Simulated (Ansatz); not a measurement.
Two inputs for RuS2

Cell: a computed structure from the Materials Project (it need not be an observed phase), taken as it stands.

```
Ru S
1.0
     5.63061    0.00000    0.00000
     0.00000    5.63061    0.00000
     0.00000    0.00000    5.63061
Ru S
4 8
Direct
  0.00000 0.50000 0.50000
  0.50000 0.50000 0.00000
  0.50000 0.00000 0.50000
  0.00000 0.00000 0.00000
  0.38820 0.11180 0.88820
  0.11180 0.88820 0.38820
  0.88820 0.38820 0.11180
  0.61180 0.61180 0.61180
  0.38820 0.38820 0.38820
  0.11180 0.61180 0.88820
  0.88820 0.11180 0.61180
  0.61180 0.88820 0.11180
```

Sites (sets of like atoms) are named by element and the number of their first atom in this list.

Reference run. Method: Kohn–Sham DFT in Ansatz, PBE, plane waves and PAW, scalar-relativistic, collinear spin, 420 eV cutoff, Γ-centred 5×5×5 k-points, Fermi–Dirac smearing 0.02 eV. Start moments as typed (μB): 2 on each Ru, none on the rest.

Problem. The input is changed as follows: `scf.convergence.dr2_threshold`: not typed → 1e-09; `scf.n_extra_bands`: not typed → 32. What happens to V_zz (10²¹ V/m²) and η?

Solution. 

```
site  atom  V_zz reference  η reference  V_zz changed  η changed
  Ru     1           -4.71         0.00         -4.71       0.00
   S     5           14.59         0.00         14.59       0.00
```

All printed values agree. SCF iterations: 10 and 10.

On the reference run: Without spin–orbit coupling (the program notes it for Ru) the gradients can shift somewhat, as the gap is small. With these PAW files V_zz is typically within 2 to 3 % of all-electron values, but misses above 10 % occur on Ru. The start moments die out, and the run ends without spin.
